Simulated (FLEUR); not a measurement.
# Ti (P6_3/mmc) in FLEUR: a series of runs

One crystal, Ti, is run at these levels: PBEsol; tasks: single point.

Everything below comes from runs of FLEUR MaX-R8.1 (later development tree). Logs are shortened: lines on timing, memory, paths and dates and some standing lists are left out, and cuts for length are marked.

## 1. The structure

The structure is hexagonal, space group P6_3/mmc (No. 194). The conventional cell has a = 2.950 Å, b = 2.950 Å, c = 4.680 Å, α = 90.00°, β = 90.00°, γ = 120.00°. Ti (site symmetry -6m2) is surrounded by 12 Ti at 2.89 to 2.95 Å.

## 2. Single point, PBEsol

Input file inp.xml:

```xml
<?xml version="1.0" encoding="UTF-8" standalone="no"?>
<fleurInput fleurInputVersion="0.39">
   <comment>
      Ti                                                                                                  
   </comment>
   <calculationSetup>
      <cutoffs Kmax="4.1" Gmax="12.7" GmaxXC="12.7" numbands="0"/>
      <scfLoop itmax="60" minDistance="0.00001" maxIterBroyd="15" imix="Anderson" alpha="0.05" precondParam="0.0" spinf="2.0" sdNocoIR="T"/>
      <coreElectrons ctail="T" frcor="F" kcrel="0" coretail_lmax="0"/>
      <xcFunctional name="PBEs" relativisticCorrections="F"/>
      <magnetism jspins="1"/>
      <soc l_soc="F" theta="0.0" phi="0.0" spav="F"/>
      <expertModes spex="0" secvar="F"/>
      <geometryOptimization l_f="T" forcealpha="1.0" forcemix="BFGS" epsdisp="0.0005" epsforce="0.0002"/>
      <ldaU l_linMix="F" mixParam="0.05" spinf="1.0"/>
   </calculationSetup>
   <cell>
      <bzIntegration valenceElectrons="24.0" mode="hist" fermiSmearingEnergy="0.00183747">
         <kPointListSelection listName="default-1"/>
         <!-- k-points included here -->
         <xi:include xmlns:xi="http://www.w3.org/2001/XInclude" href="kpts.xml"> </xi:include>
      </bzIntegration>
      <!-- symmetry operations included here -->
      <xi:include xmlns:xi="http://www.w3.org/2001/XInclude" href="sym.xml"> </xi:include>
      <bulkLattice scale="1.0">
         <bravaisMatrix>
            <row-1>    5.5746920675700000     0.0000000000000000     0.0000000000000000</row-1>
            <row-2>   -2.7873460337850000     4.8278249488590683     0.0000000000000000</row-2>
            <row-3>    0.0000000000000000     0.0000000000000000     8.8439182631279998</row-3>
         </bravaisMatrix>
      </bulkLattice>
   </cell>
   <atomSpecies>
      <species name="Titanium (Ti)" element="Ti" atomicNumber="22">
         <mtSphere radius="2.46" gridPoints="837" logIncrement="0.014"/>
         <atomicCutoffs lmax="10" lnonsphr="10"/>
         <electronConfig flipSpins="F">
            <coreConfig>(1s1/2) (2s1/2) (2p1/2) (2p3/2)</coreConfig>
            <valenceConfig>(3s1/2) (3p1/2) (3p3/2) (4s1/2) (3d3/2) (3d5/2)</valenceConfig>
            <stateOccupation state="(3d3/2)" spinUp="0.400000" spinDown="0.400000"/>
            <stateOccupation state="(3d5/2)" spinUp="0.600000" spinDown="0.600000"/>
         </electronConfig>
         <energyParameters s="4" p="4" d="3" f="4"/>
         <lo type="SCLO" l="0" n="3" eDeriv="0"/>
         <lo type="SCLO" l="1" n="3" eDeriv="0"/>
         <lo type="SCLO" l="1" n="3" eDeriv="1"/>
         <lo type="SCLO" l="2" n="3" eDeriv="2"/>
         <lo type="SCLO" l="3" n="4" eDeriv="2"/>
      </species>
   </atomSpecies>
   <atomGroups>
      <atomGroup species="Titanium (Ti)">
         <relPos label="                   1">-1.000/3.000 1.000/3.000 -1.000/4.000</relPos>
         <relPos label="                   2">1.000/3.000 -1.000/3.000 1.000/4.000</relPos>
         <force calculate="T" relaxXYZ="TTT"/>
      </atomGroup>
   </atomGroups>
   <output dos="F" band="F" slice="F">
      <checks vchk="F" cdinf="F"/>
      <bandDOS minEnergy="-.5*Htr" maxEnergy="0.5*Htr" sigma="0.015" storeEVData="T"/>
      <vacuumDOS vacdos="F" integ="F" star="F" nstars="0" locx1="0.0" locy1="0.0" locx2="0.0" locy2="0.0" nstm="0" tworkf="0.0"/>
      <unfoldingBand unfoldBand="F" supercellX="1" supercellY="1" supercellZ="1"/>
      <plotting iplot="0" polar="F">
         <plot TwoD="T" vec1="  1.0  0.0  0.0" vec2="  0.0  1.0  0.0" vec3="  0.0  0.0  1.0" zero="  0.0  0.0  0.0" file="plot"/>
      </plotting>
      <chargeDensitySlicing numkpt="0" minEigenval="0.0" maxEigenval="0.0" nnne="0" pallst="F"/>
      <specialOutput eonly="F"/>
      <moessbauerParams electricFieldGradient="T" isomerShift="T" coreHyperfine="T" valenceHyperfine="T"/>
      <magneticCircularDichroism mcd="F" energyLo="-10.0" energyUp="0.0"/>
   </output>
  <!-- We include the file relax.xml here to enable relaxations (see documentation) -->
  <xi:include xmlns:xi="http://www.w3.org/2001/XInclude" href="relax.xml"> <xi:fallback/> </xi:include>
</fleurInput>
```

Input file crystal.txt:

```
Ti
&input cartesian=F /
2.9500000000  0.0000000000  0.0000000000
-1.4750000000  2.5547749412  0.0000000000
0.0000000000  0.0000000000  4.6800000000
1.8897261246
1.0 1.0 1.0

2
22 0.6666666666  0.3333333332  0.7500000000
22 0.3333333332  0.6666666666  0.2500000000

&kpt div1=10 div2=10 div3=6 gamma=T /
```

Potentials or basis: all-electron, FLAPW.

Started as:

```console
$ inpgen -f crystal.txt -profile fastHighL
$ # inp.xml edited to the form shown
$ fleur_MPI
```

Output:

```text
Welcome to FLEUR        (www.flapw.de)
      MaX-Release 8.1          (www.max-centre.eu)

 ========== k-point set info ==========
 Selected k-point list: default-1
 k-point list type: mesh
 10 x 10 x 6
 Number of k points: 56

 ------------Calculation Setup---------------------------
 Number of MPI-tasks      :            1
 Number of PE/node        :            1
 Number of OMP-threads    :            1
 Most efficient MPI parallelization for:
           1           2           4           7           8          14          28          56
 Additional eigenvalue parallelization possible
 Number of basis functions:          360
 Approximate size of matrices (H+S) per k-point:         0.002 GB
 --------------------------------------------------------
 Iteration:     1   Distance:       8.16701656 me/bohr^3
 Iteration:     2   Distance:       7.27033758 me/bohr^3
 Iteration:     3   Distance:       2.68226301 me/bohr^3
 Iteration:     4   Distance:       2.12298506 me/bohr^3
 Iteration:     5   Distance:       0.68871180 me/bohr^3
 Iteration:     6   Distance:       0.17721082 me/bohr^3
 Iteration:     7   Distance:       0.05515340 me/bohr^3
 Iteration:     8   Distance:       0.00662036 me/bohr^3
 Iteration:     9   Distance:       0.00620301 me/bohr^3
 Iteration:    10   Distance:       0.00069851 me/bohr^3
 Iteration:    11   Distance:       0.00084135 me/bohr^3
 Iteration:    12   Distance:       0.00007845 me/bohr^3
 Iteration:    13   Distance:       0.00002254 me/bohr^3
 Iteration:    14   Distance:       0.00000471 me/bohr^3

 ********************************************************************
 Run finished successfully
 Stop message:
   Structural relaxation: Done
 ********************************************************************
```

out.xml (last iteration):

```text
<iteration numberForCurrentRun="   15" overallNumber="   15">
         <energyParameters units="Htr">
            <atomicEP atomType="1" spin="1" branch="4s" branchLowest="-1.73" branchHighest="2.04" value="0.2198009545"/>
            <atomicEP atomType="1" spin="1" branch="4p" branchLowest="-0.84" branchHighest="2.52" value="0.3316984401"/>
            <atomicEP atomType="1" spin="1" branch="3d" branchLowest="-9.99" branchHighest="0.56" value="0.3350581412"/>
            <atomicEP atomType="1" spin="1" branch="4f" branchLowest="-9.99" branchHighest="2.97" value="0.6163288530"/>
            <loAtomicEP atomType="1" spin="1" branch="3s" branchLowest="-19.17" branchHighest="-1.73" value="-1.7540462596"/>
            <loAtomicEP atomType="1" spin="1" branch="3p" branchLowest="-15.77" branchHighest="-0.84" value="-0.8859217318"/>
            <loAtomicEP atomType="1" spin="1" branch="3p" branchLowest="-15.77" branchHighest="-0.84" value="-0.8859217318"/>
            <loAtomicEP atomType="1" spin="1" branch="3d" branchLowest="-9.99" branchHighest="0.56" value="0.3346696272"/>
            <loAtomicEP atomType="1" spin="1" branch="4f" branchLowest="-9.99" branchHighest="2.97" value="0.6163316733"/>
         </energyParameters>
         <eigenvalues>
            <eigenvaluesAt spin="1" ikpt="1" k_x="0.00000000" k_y="0.00000000" k_z="0.00000000">
                      -1.7583492214       -1.7535175341       -0.9018410997       -0.8789060384       -0.8789060384
                      -0.8766489969       -0.8753265419       -0.8753265419        0.0958311297        0.2245405858
                       0.3484988945        0.3504424512        0.3504424512        0.3542615275        0.3683891163
                       0.3683891163        0.3811550606        0.3811550606        0.4365620975
            </eigenvaluesAt>
            <eigenvaluesAt spin="1" ikpt="2" k_x="0.00000000" k_y="0.00000000" k_z="0.16666667">
                      -1.7580295493       -1.7538453176       -0.9002131074       -0.8786664726       -0.8786664726
                      -0.8784011894       -0.8755671680       -0.8755671680        0.1042739709        0.2194980729
                       0.3358977172        0.3470260457        0.3470260457        0.3496652275        0.3640066921
                       0.3640066921        0.3899468781        0.3899468781        0.4368437825
            </eigenvaluesAt>
            <eigenvaluesAt spin="1" ikpt="3" k_x="0.00000000" k_y="0.00000000" k_z="0.33333333">
                      -1.7571537460       -1.7547380145       -0.8957271686       -0.8831389643       -0.8780146534
                      -0.8780146534       -0.8762252494       -0.8762252494        0.1282578287        0.1985854363
                       0.3217431671        0.3379287700        0.3442565789        0.3442565789        0.3548147341
                       0.3548147341        0.4072258908        0.4072258908        0.4339467333
            </eigenvaluesAt>
            <eigenvaluesAt spin="1" ikpt="4" k_x="0.00000000" k_y="0.00000000" k_z="0.50000000">
                      -1.7559498728       -1.7559498728       -0.8894947303       -0.8894947303       -0.8771209550
                      -0.8771209550       -0.8771209550       -0.8771209550        0.1631490749        0.1631490749
                       0.3252091977        0.3252091977        0.3470344334        0.3470344334        0.3470344334
                       0.3470344334        0.4236850716        0.4236850716        0.4236850716
            </eigenvaluesAt>
         </eigenvalues>
         <bandgap value="0.0110695015" units="eV"/>
         <sumValenceSingleParticleEnergies value="-15.5669679972" units="Htr"/>
         <FermiEnergy value="0.3217598766" units="Htr"/>
         <valenceDensity>
            <mtCharges spin="1">
               <mtCharge atomType="1" total="10.4693155" s="2.3028826" p="6.1976864" d="1.9554977" f="0.0115925"/>
            </mtCharges>
            <spinDependentCharge spin="1" total="24.0000000" interstitial="3.0613691" mtSpheres="20.9386309"/>
            <totalCharge value="23.9999999999"/>
         </valenceDensity>
         <coreStates atomType="     1" atomicNumber=" 22" spin="1" kinEnergy="    792.0314297210" eigValSum="   -489.2651709415" lostElectrons=" 0.000000">
            <state n="1" l="0" j="0.5" energy="-178.1390954702" weight="1.0000000000"/>
            <state n="2" l="0" j="0.5" energy="-19.1678242225" weight="1.0000000000"/>
            <state n="2" l="1" j="0.5" energy="-15.9163728088" weight="1.0000000000"/>
            <state n="2" l="1" j="1.5" energy="-15.7046464846" weight="2.0000000000"/>
         </coreStates>
         <allElectronCharges>
            <spinDependentCharge spin="1" total="44.0000000" interstitial="3.0613691" mtSpheres="40.9386309"/>
            <totalCharge value="43.9999999999"/>
         </allElectronCharges>
         <moessbauerParams unitsHFF="kG" unitsIS="e/bohr^3" unitsEFG="Htr/bohr^2">
            <coreIsomerShift atomType="1" isTotal="8401.75452">
               <shell n="1" l="0" isomerShift="7719.41953"/>
               <shell n="2" l="0" isomerShift="679.80925"/>
               <shell n="2" l="1" isomerShift="2.52575"/>
            </coreIsomerShift>
            <isomerShift atomType="1" nucleusRadius="0.0000858" averageDensity="8499.79421"/>
            <electricFieldGradient atomType="1" VXX="-0.09291" VYY="-0.09291" VZZ="0.18582" asymParam="0.00000">
            </electricFieldGradient>
         </moessbauerParams>
         <totalEnergy                                    value="    -1705.7422445530" units="Htr">
            <sumOfEigenvalues                            value="     -994.0973098801">
               <coreElectrons value="-978.5303418829"/>
               <valenceElectrons value="-15.5669679972"/>
            </sumOfEigenvalues>
            <densityCoulombPotentialIntegral value="-2608.0903059242"/>
            <densityEffectivePotentialIntegral value="-2715.8834038056"/>
            <chargeDenXCDenIntegral value="-82.4110818669"/>
            <FockExchangeEnergyValence value="0.0000000000"/>
            <FockExchangeEnergyCore value="0.0000000000"/>
            <atomTypeDependentContributions atomType="1">
               <electronNucleiInteractionDifferentMTs value="2021.2598326040"/>
               <MadelungTerm value="-19.8122710455"/>
            </atomTypeDependentContributions>
            <tkbTimesEntropy value="0.0007273040"/>
            <freeEnergy value="-1705.7429718569"/>
            <extrapolationTo0K value="-1705.7426082050"/>
         </totalEnergy>
         <totalForcesOnRepresentativeAtoms units="Htr/bohr">
            <forceTotal atomType="1" x="-2.787346" y="1.609275" z="-2.210980" F_x="0.00000000" F_y="0.00000000" F_z="0.00000000"/>
         </totalForcesOnRepresentativeAtoms>
      </iteration>
```

Wall time 40 s (1 thread of Intel Xeon 6975P-C (Granite Rapids), shared host); peak memory 0.07 GiB.

Results:

| Item | Value |
| --- | --- |
| Free energy | -46415.6308 eV |
| Band gap on the k mesh | none (metal or under the smearing width) |
| Valence electrons inside the program's atomic spheres | Ti 10.47 (radii Ti 2.46 bohr) |

Levels at points of the mesh, in eV from the Fermi level:
| k point | band 9 | band 10 | band 11 | band 12 | band 13 | band 14 | band 15 | band 16 |
| --- | --- | --- | --- | --- | --- | --- | --- | --- |
| (0.00, 0.00, 0.00) | -6.15 | -2.65 | 0.73 | 0.78 | 0.78 | 0.88 | 1.27 | 1.27 |
| (0.00, 0.00, 0.50) | -4.32 | -4.32 | 0.09 | 0.09 | 0.69 | 0.69 | 0.69 | 0.69 |
| (0.00, 0.50, 0.00) | -2.32 | -2.11 | -1.81 | -0.62 | 0.49 | 0.62 | 1.16 | 3.32 |
| (0.00, 0.50, 0.50) | -2.50 | -2.50 | -0.79 | -0.79 | 1.30 | 1.30 | 1.72 | 1.72 |

Core levels (eV from the Fermi level):
```tsv
atom	levels
1 Ti	1s1/2 -4856.2, 2s1/2 -530.3, 2p1/2 -441.9, 2p3/2 -436.1
2 Ti	1s1/2 -4856.2, 2s1/2 -530.3, 2p1/2 -441.9, 2p3/2 -436.1
```

## 3. Single point, PBEsol (atoms moved at random, drawn with an rms of 0.05 Å)

inp.xml, as its differences from that of step 2:

```diff
@@ -34,3 +34,3 @@
       <species name="Titanium (Ti)" element="Ti" atomicNumber="22">
-         <mtSphere radius="2.46" gridPoints="837" logIncrement="0.014"/>
+         <mtSphere radius="2.46" gridPoints="829" logIncrement="0.015"/>
          <atomicCutoffs lmax="10" lnonsphr="10"/>
@@ -52,4 +52,4 @@
       <atomGroup species="Titanium (Ti)">
-         <relPos label="                   1">-1.000/3.000 1.000/3.000 -1.000/4.000</relPos>
-         <relPos label="                   2">1.000/3.000 -1.000/3.000 1.000/4.000</relPos>
+         <relPos label="                   1">-.3259055000 .3269860000 -.2501215000</relPos>
+         <relPos label="                   2">.3259055000 -.3269860000 .2501215000</relPos>
          <force calculate="T" relaxXYZ="TTT"/>
```

crystal.txt, as its differences from that of step 2:

```diff
@@ -9,4 +9,4 @@
 2
-22 0.6666666666  0.3333333332  0.7500000000
-22 0.3333333332  0.6666666666  0.2500000000
+22 0.6861620000  0.3268800000  0.7484870000
+22 0.3379730000  0.6729080000  0.2487300000
```

Potentials or basis: all-electron, FLAPW.

Started as:

```console
$ inpgen -f crystal.txt -profile fastHighL
$ # inp.xml edited to the form shown
$ fleur_MPI
```

It took 7.4 min on 1 thread of Intel Xeon 6975P-C (Granite Rapids), shared host; peak memory 0.12 GiB.

Results (log left out):

* Free energy: -46415.6272 eV
* Largest force: 0.102 eV/Å
* Band gap on the k mesh: none (metal or under the smearing width)
* Valence electrons inside the program's atomic spheres: Ti 10.47 (radii Ti 2.46 bohr)

Forces on the atoms (eV/Å):
```
Ti  -0.090  0.046  0.003
Ti   0.090 -0.046 -0.003
```

Levels at points of the mesh, in eV from the Fermi level:
```csv
k point,band 8,band 9,band 10,band 11,band 12,band 13,band 14,band 15,band 16,band 17
"(0.00, 0.00, 0.00)",-32.57,-6.15,-2.64,0.73,0.75,0.82,0.85,1.26,1.32,1.50
"(0.00, 0.00, 0.50)",-32.62,-4.31,-4.31,0.09,0.10,0.67,0.67,0.72,0.72,2.73
"(0.00, 0.50, 0.00)",-32.64,-2.28,-2.11,-1.75,-0.63,0.49,0.55,1.13,3.31,3.51
"(0.00, 0.50, 0.50)",-32.72,-2.52,-2.52,-0.78,-0.78,1.30,1.30,1.75,1.75,3.45
"(0.50, 0.00, 0.00)",-32.64,-2.28,-2.11,-1.75,-0.63,0.49,0.54,1.12,3.31,3.51
"(0.50, 0.00, 0.50)",-32.72,-2.52,-2.52,-0.78,-0.77,1.30,1.30,1.75,1.75,3.45
"(0.50, 0.50, 0.00)",-32.64,-2.38,-2.11,-1.91,-0.59,0.45,0.83,1.23,3.36,3.52
"(0.50, 0.50, 0.50)",-32.73,-2.46,-2.46,-0.83,-0.83,1.29,1.29,1.71,1.71,3.46
```

Core levels (eV from the Fermi level):
```csv
atom,levels
1 Ti,"1s1/2 -4856.2, 2s1/2 -530.3, 2p1/2 -441.9, 2p3/2 -436.1"
2 Ti,"1s1/2 -4856.2, 2s1/2 -530.3, 2p1/2 -441.9, 2p3/2 -436.1"
```
